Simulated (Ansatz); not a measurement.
**NbN at 11 GPa (stress–strain coefficients): relaxed-ion elastic tensor**

Computed with DFT LDA, scalar-relativistic, plane waves, PAW in Ansatz. Settings: 420 eV plane-wave cutoff, Γ-centred 16×16×16 mesh, Fermi-Dirac smearing of 0.15 eV. No spin polarisation.

The cell, relaxed at 11 GPa:
```yaml
crystal:
  lattice:
    - [0.00000, 2.15719, 2.15719]
    - [2.15719, 0.00000, 2.15719]
    - [2.15719, 2.15719, 0.00000]
  atoms:
    - { symbol: Nb, position: [0.50000, 0.50000, 0.50000] }
    - { symbol: N, position: [0.00000, 0.00000, 0.00000] }
```

In a metal, frequencies and elastic constants depend on the k mesh and the smearing, soft modes and shear constants most.

**Question.** Give the relaxed-ion elastic constants (GPa, Voigt order xx yy zz yz xz xy, on the axes of the cell above).

**Answer.**
```
860.3 163.8 163.8   0.0   0.0   0.0
163.8 860.3 163.8   0.0   0.0   0.0
163.8 163.8 860.3   0.0   0.0   0.0
  0.0   0.0   0.0  86.1   0.0   0.0
  0.0   0.0   0.0   0.0  86.1   0.0
  0.0   0.0   0.0   0.0   0.0  86.1
```

**Question.** Is the crystal stable against homogeneous strain?

**Answer.** Yes: the least eigenvalue of the tensor is 86.1 GPa.

**Question.** And the moduli of a polycrystal (Hill averages)?

**Answer.** B = 396 GPa, G = 157 GPa, E = 416 GPa, ν = 0.32.

Cost: 1 run of about 0.49 core-minutes, on Intel Xeon 6975P-C (Granite Rapids) (shared hosts).